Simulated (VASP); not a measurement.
# As (R-3m) in VASP: further runs

One crystal, As, is run at these levels: PBEsol, LDA, PBE, PBE+D3(BJ); tasks: relaxation of cell and atoms.

Everything below comes from runs of VASP 6.6.1. Logs are shortened: lines on timing, memory, paths and dates and some standing lists are left out, and cuts for length are marked.

### 1 The crystal as given

The structure is trigonal, space group R-3m (No. 166). The conventional cell has a = 3.760 Å, b = 3.760 Å, c = 10.457 Å, α = 90.00°, β = 90.00°, γ = 120.00°. As (site symmetry 3m) has 3 As at 2.52 Å as nearest neighbours.

### 2 Relaxation of cell and atoms, PBEsol

Input file INCAR:

```
SYSTEM = As
PREC     = Accurate       ! precision mode
ENCUT    = 600            ! plane-wave cutoff, eV
EDIFF    = 1E-7           ! SCF threshold, eV
ISMEAR   = 0              ! smearing method
SIGMA    = 0.1            ! smearing width, eV
LREAL    = .False.        ! projectors in reciprocal space
LASPH    = .True.         ! aspherical terms in the spheres
NELM     = 100            ! most SCF steps
ALGO     = Normal         ! electronic algorithm
ISIF     = 3              ! what is computed and relaxed
LWAVE    = .False.        ! write WAVECAR
LCHARG   = .False.        ! write CHGCAR
GGA      = PS             ! functional
IBRION   = 2              ! ionic algorithm
NSW      = 90             ! ionic steps
EDIFFG   = -0.005         ! ionic threshold
```

Input file KPOINTS:

```
regular mesh
0
Gamma
  15 15 15
  0 0 0
```

Input file POSCAR:

```
As
1.0
    1.8797500000      1.0852741700      3.4857666700
   -1.8797500000      1.0852741700      3.4857666700
    0.0000000000     -2.1705483400      3.4857666700
As
2
Direct
    0.2275400000      0.2275400000      0.2275400000
    0.7724600000      0.7724600000      0.7724600000
```

Potentials or basis: VASP PAW PBE potentials, release 64 (As).

Launch:

```console
$ cat potpaw_PBE.64/As/POTCAR > POTCAR
$ mpirun -np 1 vasp_std > vasp.out
```

OUTCAR:

```text
SYSTEM = As
   PREC = Accurate
   ENCUT = 600
   EDIFF = 1E-7
   ISMEAR = 0
   LREAL = .False.
   LASPH = .True.
   NELM = 100
   ISIF = 3
   GGA = PS
   IBRION = 2
   NSW = 90
   EDIFFG = -0.005

 ion  position               nearest neighbor table
   1  0.228  0.228  0.228-   2 2.52   2 2.52   2 2.52
   2  0.772  0.772  0.772-   1 2.52   1 2.52   1 2.52

  LATTYP: Found a trigonal (rhomboedric) cell.
 ALAT       =     4.1063182249
 COS(alpha) =     0.5808929386

  Lattice vectors:

 A1 = (   1.8797500000,   1.0852741700,   3.4857666700)
 A2 = (  -1.8797500000,   1.0852741700,   3.4857666700)
 A3 = (   0.0000000000,  -2.1705483400,   3.4857666700)

Analysis of symmetry for initial positions (statically):
=====================================================================
 Subroutine PRICEL returns:
 Original cell was already a primitive cell.

 Routine SETGRP: Setting up the symmetry group for a
 trigonal (rhombohedral) supercell.

 Subroutine GETGRP returns: Found 12 space group operations
 (whereof 12 operations were pure point group operations)
 out of a pool of 12 trial point group operations.

The static configuration has the point symmetry D_3d.

Analysis of symmetry for dynamics (positions and initial velocities):
=====================================================================
 Subroutine PRICEL returns:
 Original cell was already a primitive cell.

 Routine SETGRP: Setting up the symmetry group for a
 trigonal (rhombohedral) supercell.

 Subroutine GETGRP returns: Found 12 space group operations
 (whereof 12 operations were pure point group operations)
 out of a pool of 12 trial point group operations.

The dynamic configuration has the point symmetry D_3d.

 Subroutine INISYM returns: Found 12 space group operations
 (whereof 12 operations are pure point group operations),
 and found     1 'primitive' translations

----------------------------------------------------------------------------------------

                                     Primitive cell

  volume of cell :      42.6667

  direct lattice vectors                    reciprocal lattice vectors
     1.879750000  1.085274170  3.485766670     0.265992818  0.153571025  0.095626978
    -1.879750000  1.085274170  3.485766670    -0.265992818  0.153571025  0.095626978
     0.000000000 -2.170548340  3.485766670     0.000000000 -0.307142050  0.095626978

  length of vectors
[... 114 lines left out ...]
 non-spin polarized calculation
 Gauss-broadening in eV      SIGMA  =   0.10
  energy-cutoff  :      600.00
  volume of cell :       42.67
 maximum number of plane-waves:      1443
 NGX is ok and might be reduce to    36
   NGX = 17   NGY = 17   NGZ = 17

--------------------------------------- Ionic step        1  -------------------------------------------

 number of electron      10.0000000 magnetization

 Free energy of the ion-electron system (eV)
  ---------------------------------------------------
  ext. energy  EPLUGINS =         0.00000000
  ---------------------------------------------------
  free energy    TOTEN  =       -10.20427172 eV

  energy without entropy =      -10.20347505  energy(sigma->0) =      -10.20387338

------------------------ aborting loop because EDIFF is reached ----------------------------------------

  FORCE on cell =-STRESS in cart. coord.  units (eV):
  Direction    XX          YY          ZZ          XY          YZ          ZX
  --------------------------------------------------------------------------------------
  -------------------------------------------------------------------------------------
  Total        0.2550060      0.2550060     -0.0765497      0.0000000      0.0000000      0.0000000
  in kB        9.5757289      9.5757289     -2.8745181      0.0000000      0.0000000      0.0000000
  external PRESSURE =       5.4256466 kB  Pullay stress =       0.0000000 kB
[... 89 lines left out ...]
  FREE ENERGIE OF THE ION-ELECTRON SYSTEM (eV)
  ---------------------------------------------------
  free  energy   TOTEN  =       -10.2079567991 eV

  energy  without entropy=      -10.2072643436  energy(sigma->0) =      -10.20761057

[... ionic steps 4 to 9 ...]

--------------------------------------- Ionic step       10  -------------------------------------------

 number of electron      10.0000000 magnetization

------------------------ aborting loop because EDIFF is reached ----------------------------------------
[... 67 lines left out ...]
--------------------------------------- Ionic step       12  -------------------------------------------

 number of electron      10.0000000 magnetization

 Free energy of the ion-electron system (eV)
  ---------------------------------------------------
  ext. energy  EPLUGINS =         0.00000000
  ---------------------------------------------------
  free energy    TOTEN  =       -10.21522854 eV

  energy without entropy =      -10.21463402  energy(sigma->0) =      -10.21493128

 E-fermi :   5.6052     XC(G=0): -10.2650

 val. band max:        5.5923940153   @ k =   0.4000   0.2667   0.2667
 cond. band min:       5.6179314228   @ k =   0.3333   0.2000   0.2000
 fundamental gap:      0.0255374075
 Fermi energy:         5.6051871162

 k-point     1 :       0.0000    0.0000    0.0000
  band No.  band energies     occupation
      1      -9.5152      2.00000
      2       0.0473      2.00000
      3       3.2477      2.00000
      4       3.5431      2.00000
      5       3.5431      2.00000
      6       7.7332      0.00000
      7       8.7428      0.00000
      8       8.7428      0.00000
      9      12.0343      0.00000
[... 265 lines left out ...]
 k-point    24 :       0.2000    0.1333    0.0000
  band No.  band energies     occupation
      1      -9.0066      2.00000
      2      -1.4962      2.00000
      3       2.4001      2.00000
      4       2.8272      2.00000
      5       4.8562      2.00000
      6       6.6188      0.00000
      7       8.2233      0.00000
      8       9.2007      0.00000
      9      10.8832      0.00000

 [... further k-points ...]

------------------------ aborting loop because EDIFF is reached ----------------------------------------

  FORCE on cell =-STRESS in cart. coord.  units (eV):
  Direction    XX          YY          ZZ          XY          YZ          ZX
  --------------------------------------------------------------------------------------
  -------------------------------------------------------------------------------------
  Total       -0.0036560     -0.0036560      0.0060773      0.0000000     -0.0000000      0.0000000
  in kB       -0.1401651     -0.1401651      0.2329932      0.0000000     -0.0000000      0.0000000
  external PRESSURE =      -0.0157790 kB  Pullay stress =       0.0000000 kB
[... 17 lines left out ...]
  FREE ENERGIE OF THE ION-ELECTRON SYSTEM (eV)
  ---------------------------------------------------
  free  energy   TOTEN  =       -10.2152285363 eV

  energy  without entropy=      -10.2146340184  energy(sigma->0) =      -10.21493128

 reached required accuracy - stopping structural energy minimisation
```

Wall time 5.9 min (1 thread of Intel Xeon 6975P-C (Granite Rapids), shared host); peak memory 0.32 GiB.

Results:

| Property | Result |
| --- | --- |
| Free energy | -10.2152 eV |
| Relaxed volume | 20.90 Å³/atom |
| Relaxed cell | a = 4.011 Å, b = 4.011 Å, c = 4.011 Å, α = 56.37°, β = 56.37°, γ = 56.37° |
| Space group after relaxing (to 0.05 Å) | R-3m (No. 166) |
| Energy gained by relaxing | 5.5 meV/atom |
| Ionic steps | 12 |
| Pressure after relaxing | 0.0 GPa |
| Band gap on the k mesh | none (metal or under the smearing width) |

The path:
```
step  energy change (eV)  largest force (eV/Å)  pressure (GPa)  volume (Å³)
   1              0.0000                0.2380            0.54        42.67
   2             -0.0036                0.0033           -0.97        43.11
   3             -0.0037                0.0356           -0.76        43.05
   4             -0.0072                0.0157           -0.51        42.64
   5             -0.0106                0.0190            0.07        41.85
   6             -0.0107                0.0246            0.18        41.72
   7             -0.0109                0.0196           -0.10        41.81
   8             -0.0109                0.0207           -0.05        41.79
   9             -0.0109                0.0085            0.09        41.75
  10             -0.0110                0.0034            0.03        41.76
  11             -0.0110                0.0039            0.03        41.77
  12             -0.0110                0.0016            0.00        41.79
```

Final structure:
```
As
1.0
     1.89437    1.09372    3.36165
    -1.89437    1.09372    3.36165
     0.00000   -2.18744    3.36165
As
2
Direct
  0.23056 0.23056 0.23056
  0.76944 0.76944 0.76944
```

Levels at points of the mesh, in eV from the Fermi level:
| k point | band 2 | band 3 | band 4 | band 5 | band 6 | band 7 | band 8 | band 9 |
| --- | --- | --- | --- | --- | --- | --- | --- | --- |
| (0.00, 0.00, 0.00) | -5.56 | -2.36 | -2.06 | -2.06 | 2.13 | 3.14 | 3.14 | 6.43 |

Caveat: the PAW data sets were made with another functional, which shifts forces and pressure a little.

### 3 Relaxation of cell and atoms, LDA

INCAR: that of step 2 with these lines changed.

```diff
@@ -13,3 +13,3 @@
 LCHARG   = .False.        ! write CHGCAR
-GGA      = PS             ! functional
+GGA      = CA             ! functional
 IBRION   = 2              ! ionic algorithm
```

KPOINTS is that of step 2.

POSCAR is that of step 2.

Potentials or basis: VASP PAW LDA potentials, release 64 (As).

Launch:

```console
$ cat potpaw_LDA.64/As/POTCAR > POTCAR
$ mpirun -np 1 vasp_std > vasp.out
```

OUTCAR:

```text
SYSTEM = As
   PREC = Accurate
   ENCUT = 600
   EDIFF = 1E-7
   ISMEAR = 0
   LREAL = .False.
   LASPH = .True.
   NELM = 100
   ISIF = 3
   GGA = CA
   IBRION = 2
   NSW = 90
   EDIFFG = -0.005

 ion  position               nearest neighbor table
   1  0.228  0.228  0.228-   2 2.52   2 2.52   2 2.52
   2  0.772  0.772  0.772-   1 2.52   1 2.52   1 2.52

  LATTYP: Found a trigonal (rhomboedric) cell.
 ALAT       =     4.1063182249
 COS(alpha) =     0.5808929386

  Lattice vectors:

 A1 = (   1.8797500000,   1.0852741700,   3.4857666700)
 A2 = (  -1.8797500000,   1.0852741700,   3.4857666700)
 A3 = (   0.0000000000,  -2.1705483400,   3.4857666700)

[... 373 lines left out ...]
 cond. band min:       5.9999289800   @ k =   0.3333   0.2000   0.2000
 fundamental gap:      0.0294048410
 Fermi energy:         5.9753677148

 k-point     1 :       0.0000    0.0000    0.0000
  band No.  band energies     occupation
      1      -9.3284      2.00000
      2       0.4681      2.00000
      3       3.5876      2.00000
      4       3.8621      2.00000
      5       3.8621      2.00000
      6       8.1526      0.00000
      7       9.1498      0.00000
      8       9.1498      0.00000
      9      12.4201      0.00000
[... 265 lines left out ...]
 k-point    24 :       0.2000    0.1333    0.0000
  band No.  band energies     occupation
      1      -8.8099      2.00000
      2      -1.1396      2.00000
      3       2.7228      2.00000
      4       3.1371      2.00000
      5       5.2392      2.00000
      6       6.9755      0.00000
      7       8.6266      0.00000
      8       9.6136      0.00000
      9      11.2701      0.00000

 [... further k-points ...]

------------------------ aborting loop because EDIFF is reached ----------------------------------------

  FORCE on cell =-STRESS in cart. coord.  units (eV):
  Direction    XX          YY          ZZ          XY          YZ          ZX
  --------------------------------------------------------------------------------------
  -------------------------------------------------------------------------------------
  Total        0.0016653      0.0016653     -0.0081975      0.0000000      0.0000000      0.0000000
  in kB        0.0652824      0.0652824     -0.3213489      0.0000000      0.0000000      0.0000000
  external PRESSURE =      -0.0635947 kB  Pullay stress =       0.0000000 kB
[... 17 lines left out ...]
  FREE ENERGIE OF THE ION-ELECTRON SYSTEM (eV)
  ---------------------------------------------------
  free  energy   TOTEN  =       -10.7828537428 eV

  energy  without entropy=      -10.7822725187  energy(sigma->0) =      -10.78256313

 reached required accuracy - stopping structural energy minimisation
```

OSZICAR:

```text
N       E                     dE             d eps       ncg     rms          rms(c)
DAV:   1     0.328708374025E+02    0.32871E+02   -0.47514E+03  6192   0.104E+03
DAV:   2    -0.941967619494E+01   -0.42291E+02   -0.41197E+02  9469   0.129E+02
DAV:   3    -0.108060396556E+02   -0.13864E+01   -0.13808E+01  7253   0.285E+01
[... 73 lines left out ...]
       N       E                     dE             d eps       ncg     rms          rms(c)
DAV:   1    -0.107828552786E+02   -0.34211E-05   -0.64964E-05  6822   0.526E-02    0.602E-03
DAV:   2    -0.107828541861E+02    0.10925E-05   -0.25091E-06  6725   0.115E-02    0.356E-03
DAV:   3    -0.107828537475E+02    0.43858E-06   -0.12389E-06  6873   0.646E-03    0.586E-04
DAV:   4    -0.107828537428E+02    0.46998E-08   -0.23234E-08  3121   0.130E-03
  10 F= -.10782854E+02 E0= -.10782563E+02  d E =-.886913E-04
```

It took 4.8 min on 1 thread of Intel Xeon 6975P-C (Granite Rapids), shared host; peak memory 0.3 GiB.

What came out:

```
Free energy                            : -10.7829 eV
Relaxed volume                         : 20.44 Å³/atom
Relaxed cell                           : a = 3.974 Å, b = 3.974 Å, c = 3.974 Å, α = 56.57°, β = 56.57°, γ = 56.57°
Space group after relaxing (to 0.05 Å) : R-3m (No. 166)
Energy gained by relaxing              : 8.5 meV/atom
Ionic steps                            : 10
Pressure after relaxing                : 0.0 GPa
Largest force after relaxing           : 0.005 eV/Å
Band gap on the k mesh                 : none (metal or under the smearing width)
```

Forces in eV/Å, atoms in the order of the input:
```
As   0.000  0.000  0.005
As   0.000  0.000 -0.005
```

Step by step:
| step | energy change (eV) | largest force (eV/Å) | pressure (GPa) | volume (Å³) |
| --- | --- | --- | --- | --- |
| 1 | 0.0000 | 0.1343 | -1.09 | 42.67 |
| 2 | -0.0063 | 0.1880 | 0.16 | 41.78 |
| 3 | -0.0072 | 0.2168 | 0.88 | 41.30 |
| 4 | -0.0111 | 0.1386 | 0.70 | 41.15 |
| 5 | -0.0159 | 0.0690 | 0.28 | 40.67 |
| 6 | -0.0159 | 0.0614 | 0.29 | 40.69 |
| 7 | -0.0167 | 0.0427 | 0.03 | 40.83 |
| 8 | -0.0169 | 0.0262 | -0.20 | 40.95 |
| 9 | -0.0170 | 0.0094 | 0.02 | 40.86 |
| 10 | -0.0170 | 0.0047 | -0.01 | 40.87 |

Final structure:
```
CELL_PARAMETERS angstrom
1.88328 1.08731 3.32654
-1.88328 1.08731 3.32654
0.00000 -2.17462 3.32654
ATOMIC_POSITIONS crystal
As 0.23088 0.23088 0.23088
As 0.76912 0.76912 0.76912
```

Levels at points of the mesh, in eV from the Fermi level:
| k point | band 1 | band 2 | band 3 | band 4 | band 5 | band 6 | band 7 | band 8 | band 9 |
| --- | --- | --- | --- | --- | --- | --- | --- | --- | --- |
| (0.00, 0.00, 0.00) | -15.30 | -5.51 | -2.39 | -2.11 | -2.11 | 2.18 | 3.17 | 3.17 | 6.44 |

[end of part 1 of 2]
